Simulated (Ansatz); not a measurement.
**NiO under changes of volume**

One of the cells (9.076 Å³/atom); the others are scaled copies at fixed shape and fractional positions:

```
CELL_PARAMETERS angstrom
0.00000 2.08590 2.08590
2.08590 0.00000 2.08590
2.08590 2.08590 0.00000
ATOMIC_POSITIONS crystal
Ni 0.00000 0.00000 0.00000
O 0.50000 0.50000 0.50000
```

- Program: Ansatz 0.2.0
- Functional: BLYP
- Dispersion: D3(BJ)
- Potentials or basis: Ansatz PAW
- Cutoff: 420 eV (not typed: the program's choice for these potentials)
- k mesh: 11 × 11 × 11
- Occupations: fermi-dirac, width 0.05 eV
- Spin: collinear spin, ferromagnetic start
- Starting moments: [1.0, 0.0] μB

```csv
volume (Å³/atom),energy over the lowest point (meV/atom),pressure (GPa),moment (μB per cell)
8.531,?,?,?
8.713,32.81,17.3,1.54
8.894,16.22,12.0,1.60
9.076,5.60,6.8,1.67
9.257,0.40,2.1,1.74
9.439,0.00,-2.0,1.79
9.620,4.06,-5.4,1.83
```

Task: What does the run at 8.531 Å³/atom give?

Result: Energy over the lowest point 55.28 meV/atom; pressure 21.8 GPa; moment 1.46 μB per cell.

Worked out: A Birch-Murnaghan fit of order 3 (a polynomial in V^(-2/3)) to the other rows has its minimum at 9.36 Å³/atom with B0 = V·E''(V) = 209 GPa and B' = 4.3. It gives 56.13 meV/atom at 8.531 Å³/atom, against the run's 55.28, and -dE/dV = 23.7 GPa, against 21.8. A parabola through the other rows of the moment, of slope 0.453 μB per Å³/atom there, extrapolates to 1.46 μB, against the run's 1.46.

Energies are extrapolated to zero smearing.

Caveats: a cell with one magnetic atom can't hold antiferromagnetic order, which such compounds often take; pairwise dispersion overbinds metals, which lowers pressure and volume; the PAW data sets come from PBE, with cores solved anew for the run's functional, which leaves a small shift of forces and pressure.
